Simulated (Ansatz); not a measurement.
The system is SiGe.

```
Ge Si
1.0
     3.90445    0.00000    0.00000
    -1.95223    3.38135    0.00000
     0.00000    0.00000    6.45078
Ge Si
2 2
Cartesian
  0.0000 2.2542 0.0025
  1.9522 1.1271 3.2279
  0.0000 2.2542 2.4165
  1.9522 1.1271 5.6419
```

The cell comes from a database or a generator and needn't be the stable form of this composition.

Base run:

```yaml
Program: Ansatz 0.2.0
Functional: PBE0
Potentials_or_basis: Ansatz PAW
Cutoff: "420 eV (not typed: the program's choice for these potentials)"
k_mesh: 6 × 6 × 4
Occupations: fermi-dirac, width 0.05 eV
Spin: no spin polarisation
```

Its results: band gap on the k mesh 1.62 eV, indirect (least direct gap 1.73 eV); pressure 0.1 GPa; largest force 0.007 eV/Å.

Problem. The run is repeated on the same cell with these changes: functional from PBE0 to HSE06. What comes out?

Solution. Band gap on the k mesh 0.98 eV, indirect (least direct gap 1.10 eV); pressure 0.3 GPa; largest force 0.004 eV/Å.

Caveats: the PAW data sets come from PBE, with cores solved anew for the run's functional, which leaves a small shift of forces and pressure; the thresholds are loose for stress.
